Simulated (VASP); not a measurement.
# TiTe2 in VASP: further runs

One slab, TiTe2, is run at these levels: PBEsol; tasks: work function.

Program: VASP 6.6.1. These are calculated values, not measurements. Logs are shortened: lines on timing, memory, paths and dates and some standing lists are left out, and cuts for length are marked.

### Step 1. Starting point

The cell holds a slab with vacuum, 6 atoms: a = 3.777 Å, b = 3.777 Å, c = 25.913 Å, α = 90.00°, β = 90.00°, γ = 120.00°.

### Step 2. Work function, PBEsol

Contents of INCAR:

```
ALGO = Normal
DIPOL = 0.5 0.5 0.500
EDIFF = 1E-6
ENCUT = 520
GGA = PS
IDIPOL = 3
ISIF = 2
ISMEAR = 1
KPAR = 8
LASPH = True
LCHARG = True
LDIPOL = True
LREAL = False
LVACPOTAV = True
LVHAR = True
LWAVE = False
NELM = 100
PREC = Accurate
SIGMA = 0.1
```

Contents of KPOINTS:

```
k-points
0
Gamma
  10 10 1
```

Contents of POSCAR:

```
TiTe2                                   
1.0
    3.7770000000      0.0000000000      0.0000000000
   -1.8885000000      3.2709779500      0.0000000000
    0.0000000000      0.0000000000     25.9133488000
  Te              Ti            
     4     2
Direct
     0.3333333332999970    0.6666666667000030    0.3108344155518992
     0.6666666667000030    0.3333333332999970    0.4418245483520908
     0.3333333332999970    0.6666666667000030    0.5581754516479093
     0.6666666667000030    0.3333333332999970    0.6891655844481008
     0.0000000000000000    0.0000000000000000    0.3767706656962329
     0.0000000000000000    0.0000000000000000    0.6232293343037670
```

Potentials or basis: VASP PAW PBE potentials, release 64 (Te, Ti_sv).

The run is started by

```console
cat potpaw_PBE.64/Te/POTCAR potpaw_PBE.64/Ti_sv/POTCAR > POTCAR
mpirun -np 8 vasp_std > vasp.out
```

OUTCAR:

```text
EDIFF = 1E-6
   ENCUT = 520
   GGA = PS
   ISIF = 2
   ISMEAR = 1
   LASPH = True
   LREAL = False
   NELM = 100
   PREC = Accurate

 ion  position               nearest neighbor table
   1  0.333  0.667  0.311-   5 2.77   5 2.77   5 2.77
   2  0.667  0.333  0.442-   5 2.76   5 2.76   5 2.76
   3  0.333  0.667  0.558-   6 2.76   6 2.76   6 2.76
   4  0.667  0.333  0.689-   6 2.77   6 2.77   6 2.77
   5  0.000  0.000  0.377-   2 2.76   2 2.76   2 2.76   1 2.77   1 2.77   1 2.77
   6  0.000  0.000  0.623-   3 2.76   3 2.76   3 2.76   4 2.77   4 2.77   4 2.77

  LATTYP: Found a hexagonal cell.
 ALAT       =     3.7770000000
 C/A-ratio  =     6.8608283823

  Lattice vectors:

 A1 = (   3.7770000000,   0.0000000000,   0.0000000000)
 A2 = (  -1.8885000000,   3.2709779500,   0.0000000000)
 A3 = (   0.0000000000,   0.0000000000,  25.9133488000)

Analysis of symmetry for initial positions (statically):
=====================================================================
 Subroutine PRICEL returns:
 Original cell was already a primitive cell.

 Routine SETGRP: Setting up the symmetry group for a
 hexagonal supercell.

 Subroutine GETGRP returns: Found 12 space group operations
 (whereof 12 operations were pure point group operations)
 out of a pool of 24 trial point group operations.

The static configuration has the point symmetry D_3d.

Analysis of symmetry for dynamics (positions and initial velocities):
=====================================================================
 Subroutine PRICEL returns:
 Original cell was already a primitive cell.

 Routine SETGRP: Setting up the symmetry group for a
 hexagonal supercell.

 Subroutine GETGRP returns: Found 12 space group operations
 (whereof 12 operations were pure point group operations)
 out of a pool of 24 trial point group operations.

The dynamic configuration has the point symmetry D_3d.

 Subroutine INISYM returns: Found 12 space group operations
 (whereof 12 operations are pure point group operations),
 and found     1 'primitive' translations

----------------------------------------------------------------------------------------

                                     Primitive cell

  volume of cell :     320.1460

  direct lattice vectors                    reciprocal lattice vectors
     3.777000000  0.000000000  0.000000000     0.264760392  0.152859484  0.000000000
    -1.888500000  3.270977950  0.000000000     0.000000000  0.305718967  0.000000000
     0.000000000  0.000000000 25.913348800     0.000000000  0.000000000  0.038590149

  length of vectors
     3.777000000  3.777000000 25.913348800     0.305718967  0.305718967  0.038590149

  position of ions in fractional coordinates (direct lattice)
     0.333333333  0.666666667  0.310834416
     0.666666667  0.333333333  0.441824548
     0.333333333  0.666666667  0.558175452
     0.666666667  0.333333333  0.689165584
     0.000000000  0.000000000  0.376770666
     0.000000000  0.000000000  0.623229334

  ion indices of the primitive-cell ions
   primitive index   ion index
                 1           1
                 2           2
                 3           3
                 4           4
                 5           5
                 6           6

----------------------------------------------------------------------------------------

 KPOINTS: k-points

Automatic generation of k-mesh.
 Grid dimensions read from file:
 generate k-points for:   10   10    1

 Generating k-lattice:

  Cartesian coordinates                     Fractional coordinates (reciprocal lattice)
     0.026476039  0.015285948  0.000000000     0.100000000  0.000000000  0.000000000
     0.000000000  0.030571897  0.000000000     0.000000000  0.100000000  0.000000000
     0.000000000  0.000000000  0.038590149     0.000000000  0.000000000  1.000000000

  Length of vectors
     0.030571897  0.030571897  0.038590149

  Shift w.r.t. Gamma in fractional coordinates (k-lattice)
     0.000000000  0.000000000  0.000000000

 Subroutine IBZKPT returns following result:
 ===========================================

 Found     14 irreducible k-points:

 Following reciprocal coordinates:
            Coordinates               Weight
  0.000000  0.000000  0.000000      1.000000
  0.100000  0.000000  0.000000      6.000000
  0.200000  0.000000  0.000000      6.000000
  0.300000  0.000000  0.000000      6.000000
  0.400000  0.000000  0.000000      6.000000
  0.500000  0.000000  0.000000      3.000000
  0.100000  0.100000  0.000000      6.000000
  0.200000  0.100000  0.000000     12.000000
  0.300000  0.100000  0.000000     12.000000
  0.400000  0.100000  0.000000     12.000000
  0.200000  0.200000  0.000000      6.000000
  0.300000  0.200000  0.000000     12.000000
  0.400000  0.200000  0.000000      6.000000
  0.300000  0.300000  0.000000      6.000000
   k-points           NKPTS =     14   k-points in BZ     NKDIM =     14   number of bands    NBANDS=     28
   number of dos      NEDOS =    301   number of ions     NIONS =      6
   total plane-waves  NPLWV = 153664
   dimension x,y,z NGX =    28 NGY =   28 NGZ =  196
   dimension x,y,z NGXF=    56 NGYF=   56 NGZF=  392
   ions per type =               4   2
   NGX,Y,Z   is equivalent  to a cutoff of  12.32, 12.32, 12.57 a.u.
   NGXF,Y,Z  is equivalent  to a cutoff of  24.65, 24.65, 25.15 a.u.
 SYSTEM =  unknown system
   PREC   = accura    normal or accurate (medium, high low for compatibility)
   ISTART =      0    job   : 0-new  1-cont  2-samecut
   ICHARG =      2    charge: 1-file 2-atom 10-const
   ISPIN  =      1    spin polarized calculation?
   LNONCOLLINEAR =      F non collinear calculations
   LSORBIT =      F    spin-orbit coupling
   LASPH  =      T    aspherical Exc in radial PAW
   ENCUT  =  520.0 eV  38.22 Ry    6.18 a.u.   7.02  7.02 48.18*2*pi/ulx,y,z
   NELM   =    100;   NELMIN=  2; NELMDL= -5     # of ELM steps
   EDIFF  = 0.1E-05   stopping-criterion for ELM
   LREAL  =      F    real-space projection
   EDIFFG = 0.1E-04   stopping-criterion for IOM
   NSW    =      0    number of steps for IOM
   IBRION =     -1    ionic relax: 0-MD 1-quasi-New 2-CG
   NFREE  =      0    steps in history (QN), initial steepest desc. (CG)
   ISIF   =      2    stress and relaxation
   ISYM   =      2    0-nonsym 1-usesym 2-fastsym
   POTIM  = 0.5000    time-step for ionic-motion
   TEBEG  =    0.0;   TEEND  =   0.0 temperature during run
   PSTRESS=    0.0 pullay stress
   NELECT =      48.0000    total number of electrons
   NUPDOWN=      -1.0000    fix difference up-down
   EMIN   =  10.00;   EMAX   =-10.00  energy-range for DOS
   EFERMI =   0.00;   METHOD = LEGACY
   ISMEAR =     1;   SIGMA  =   0.10  broadening in eV -4-tet -1-fermi 0-gaus
   EFERMI_NEDOS =   21; number of points for ismear=-14 and -15
   IALGO  =     38    algorithm
   IMIX   =      4    mixing-type and parameters
     AMIX     =   0.40;   BMIX     =  1.00
     AMIX_MAG =   1.60;   BMIX_MAG =  1.00
  volume/ion in A,a.u.               =      53.36       360.08
  Fermi-wavevector in a.u.,A,eV,Ry     =   0.869706  1.643506 10.291294  0.756389
  Thomas-Fermi vector in A             =   1.988567
   LORBIT       =      0    0 simple, 1 ext, 2 COOP (PROOUT), +10 PAW based schemes
   GGA     = PS    functional components
   LHFCALC =     F    Hartree Fock is set to
   AEXX    =    0.0000 exact exchange contribution
   IVDW    =     0    specifies the selected vdW correction
   LEPSILON=     F    determine dielectric tensor
   LRPA    =     F    only Hartree local field effects (RPA)
 non-spin polarized calculation
 Methfessel and Paxton  Order N= 1 SIGMA  =   0.10
  energy-cutoff  :      520.00
  volume of cell :      320.15
 maximum number of plane-waves:      8661
 NGX is ok and might be reduce to    28
   NGX = 13   NGY = 13   NGZ = 97

 dipolmoment           0.000000      0.000000      0.000000 electrons x Angstroem

 number of electron      47.9999995 magnetization

 dipolmoment           0.000000      0.000000     -0.000000 electrons x Angstroem

 Free energy of the ion-electron system (eV)
  ---------------------------------------------------
  ext. energy  EPLUGINS =         0.00000000
  ---------------------------------------------------
  free energy    TOTEN  =       -34.85170304 eV

  energy without entropy =      -34.84934542  energy(sigma->0) =      -34.85091717

 E-fermi :   0.8292     XC(G=0):  -5.4202

 val. band max:        0.7110140152   @ k =   0.4000   0.0000   0.0000
 cond. band min:       0.8341825482   @ k =   0.5000   0.0000   0.0000
 fundamental gap:      0.1231685330
 Fermi energy:         0.8291615045

 k-point     1 :       0.0000    0.0000    0.0000
  band No.  band energies     occupation
      1     -56.4146      2.00000
      2     -56.4146      2.00000
      3     -32.7692      2.00000
      4     -32.7692      2.00000
      5     -32.7692      2.00000
      6     -32.7692      2.00000
[... 20 lines left out ...]
     27       1.7462     -0.00000
     28       1.8694     -0.00000

 k-point     2 :       0.1000    0.0000    0.0000
  band No.  band energies     occupation
      1     -56.4143      2.00000
      2     -56.4143      2.00000
      3     -32.7734      2.00000
      4     -32.7734      2.00000
      5     -32.7702      2.00000
      6     -32.7702      2.00000
[... 20 lines left out ...]
     27       1.9386     -0.00000
     28       2.0024     -0.00000

 k-point     3 :       0.2000    0.0000    0.0000
  band No.  band energies     occupation
      1     -56.4135      2.00000
      2     -56.4135      2.00000
      3     -32.7841      2.00000
      4     -32.7841      2.00000
      5     -32.7726      2.00000
      6     -32.7726      2.00000
[... 306 lines left out ...]
      3     -32.8068      2.00000
      4     -32.8068      2.00000
      5     -32.7884      2.00000
      6     -32.7884      2.00000
[... 20 lines left out ...]
     27       2.0226     -0.00000
     28       2.0777     -0.00000

 k-point    14 :       0.3000    0.3000    0.0000
  band No.  band energies     occupation
      1     -56.4112      2.00000
      2     -56.4112      2.00000
      3     -32.8025      2.00000
      4     -32.8025      2.00000
      5     -32.7943      2.00000
      6     -32.7943      2.00000
[... 20 lines left out ...]
     27       1.8813     -0.00000
     28       2.0444     -0.00000

------------------------ aborting loop because EDIFF is reached ----------------------------------------

  FORCE on cell =-STRESS in cart. coord.  units (eV):
  Direction    XX          YY          ZZ          XY          YZ          ZX
  --------------------------------------------------------------------------------------
  -------------------------------------------------------------------------------------
  Total       -2.4665686     -2.4665686     -0.0502109      0.0000000     -0.0000000      0.0000000
  in kB      -12.3439923    -12.3439923     -0.2512814      0.0000000     -0.0000000      0.0000000
  external PRESSURE =      -8.3130886 kB  Pullay stress =       0.0000000 kB

 VOLUME and BASIS-vectors are now :
 -----------------------------------------------------------------------------
  energy-cutoff  :      520.00
  volume of cell :      320.15
      direct lattice vectors                 reciprocal lattice vectors
     3.777000000  0.000000000  0.000000000     0.264760392  0.152859484  0.000000000
    -1.888500000  3.270977950  0.000000000     0.000000000  0.305718967  0.000000000
     0.000000000  0.000000000 25.913348800     0.000000000  0.000000000  0.038590149

 POSITION                                       TOTAL-FORCE (eV/Angst)
 -----------------------------------------------------------------------------------
     -0.00000      2.18065      8.05476         0.000000     -0.000000     -0.002839
      1.88850      1.09033     11.44915         0.000000     -0.000000      0.001003
     -0.00000      2.18065     14.46420        -0.000000      0.000000     -0.001003
      1.88850      1.09033     17.85859        -0.000000      0.000000      0.002839
      0.00000      0.00000      9.76339         0.000000     -0.000000      0.008271
      0.00000      0.00000     16.14996        -0.000000      0.000000     -0.008271
 -----------------------------------------------------------------------------------
    total drift:                               -0.000000     -0.000000      0.000000

  FREE ENERGIE OF THE ION-ELECTRON SYSTEM (eV)
  ---------------------------------------------------
  free  energy   TOTEN  =       -34.8517030438 eV

  energy  without entropy=      -34.8493454234  energy(sigma->0) =      -34.85091717

 vacuum level on the upper side and lower side of the slab         5.839         5.839
```

Wall time 50 s (8 MPI ranks of Intel Xeon 6975P-C (Granite Rapids), shared host); peak memory 0.49 GiB.

Results:

| Property | Result |
| --- | --- |
| Free energy | -34.8517 eV |
| Largest force | 0.008 eV/Å |
| Band gap on the k mesh | none (metal or under the smearing width) |
| Work function of the upper face | 5.01 eV |
| Work function of the lower face | 5.01 eV |

Forces in eV/Å, atoms in the order of the input:
```
Te   0.000  0.000 -0.003
Te   0.000  0.000  0.001
Te   0.000  0.000 -0.001
Te   0.000  0.000  0.003
Ti   0.000  0.000  0.008
Ti   0.000  0.000 -0.008
```

Levels at points of the mesh, in eV from the Fermi level:
```tsv
k point	band 21	band 22	band 23	band 24	band 25	band 26	band 27	band 28
(0.00, 0.00, 0.00)	0.38	0.38	0.39	0.39	0.48	0.92	0.92	1.04
(0.50, 0.00, 0.00)	-1.77	-1.30	-0.92	-0.66	-0.16	0.01	1.14	1.14
```

Caveat: the PAW data sets were made with another functional, which shifts forces and pressure a little.

(Part 1 of 2 ends here.)
